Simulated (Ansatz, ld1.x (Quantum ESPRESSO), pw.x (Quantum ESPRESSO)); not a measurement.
# pw.x on bcc S: one setting changed

Potential: norm-conserving Troullier–Martins (Kleinman–Bylander form), ld1.x (Quantum ESPRESSO) 7.5, PBE; core [Ne], reference 3s2 3p3; waves: 3p (bound): rc 1.70 bohr; 3d channel at 0.5 Ry: rc 1.40 bohr; 3s (bound): rc 1.15 bohr; local part: the s channel; core correction: Bessel-smoothed model core inside 1.05 bohr.

The reference run (k-mesh 15³, cutoffs 145/580 Ry, Fermi–Dirac 0.01 Ry, mixing_beta 0.4, conv_thr 1e-9, no spin) gives 0.63 GPa at 15.679 Å³/atom, where all-electron LAPW gives 0.88 GPa. This run, with its own iteration cap, changes k-mesh points per axis to 6.

```
&control
  calculation='scf', prefix='x', pseudo_dir='./', outdir='./tmp', tstress=.true., disk_io='none'
/
&system
  ibrav=0, nat=1, ntyp=1, ecutwfc=145, ecutrho=580, nbnd=10,
  occupations='smearing', smearing='fd', degauss=0.01
/
&electrons
  conv_thr=1e-09, mixing_beta=0.4, electron_maxstep=70
/
ATOMIC_SPECIES
S 1.0 S.UPF
CELL_PARAMETERS angstrom
  -1.57671351 1.57671351 1.57671351
  1.57671351 -1.57671351 1.57671351
  1.57671351 1.57671351 -1.57671351
ATOMIC_POSITIONS crystal
S 0.0000 0.0000 0.0000
K_POINTS automatic
6 6 6 0 0 0
```

```bash
pw.x < S.scf.in > S.scf.out
```

Task: How does the run end?

Result: It converges in 8 iterations; the free energy moves by +32.0 meV/atom and the pressure by -1.19 GPa.

```
Message from routine setup:
     using ibrav=0 with symmetry is DISCOURAGED, use correct ibrav instead
     lattice parameter (alat)  =       5.1607  a.u.
     unit-cell volume          =     105.8071 (a.u.)^3
     number of electrons       =         6.00
     number of Kohn-Sham states=           10
     kinetic-energy cutoff     =     145.0000  Ry
     charge density cutoff     =     580.0000  Ry
     scf convergence threshold =      1.0E-09
     Exchange-correlation= PBE
     number of k points=    16  Fermi-Dirac smearing, width (Ry)=  0.0100
     iteration #  1     ecut=   145.00 Ry     beta= 0.40
     total energy              =     -25.42421853 Ry
     estimated scf accuracy    <       0.08650715 Ry
     iteration #  2     ecut=   145.00 Ry     beta= 0.40
     total energy              =     -25.41774192 Ry
     estimated scf accuracy    <       0.01885456 Ry
     iteration #  3     ecut=   145.00 Ry     beta= 0.40
     total energy              =     -25.42031884 Ry
     estimated scf accuracy    <       0.00005017 Ry
     iteration #  4     ecut=   145.00 Ry     beta= 0.40
     total energy              =     -25.42034948 Ry
     estimated scf accuracy    <       0.00002821 Ry
     iteration #  5     ecut=   145.00 Ry     beta= 0.40
     total energy              =     -25.42035205 Ry
     estimated scf accuracy    <       0.00000021 Ry
     iteration #  6     ecut=   145.00 Ry     beta= 0.40
     total energy              =     -25.42035217 Ry
     estimated scf accuracy    <       0.00000001 Ry
     iteration #  7     ecut=   145.00 Ry     beta= 0.40
     total energy              =     -25.42035217 Ry
     estimated scf accuracy    <          1.4E-09 Ry
     iteration #  8     ecut=   145.00 Ry     beta= 0.40
     the Fermi energy is     9.5365 ev
!    total energy              =     -25.42035217 Ry
     estimated scf accuracy    <          1.4E-11 Ry
     smearing contrib. (-TS)   =      -0.00414364 Ry
     The total energy is F=E-TS. E is the sum of the following terms:
     one-electron contribution =       5.37793724 Ry
     hartree contribution      =       0.94194518 Ry
     xc contribution           =      -9.75087353 Ry
     ewald contribution        =     -21.98521742 Ry
     convergence has been achieved in   8 iterations
          total   stress  (Ry/bohr**3)                   (kbar)     P=       -5.54
     Message from routine punch:
     Nothing written, as per user request (disk_io='none')
```

The run took about 6 s on one core of a shared host (Neoverse-V1, 32 threads, 247 GiB, load 11).
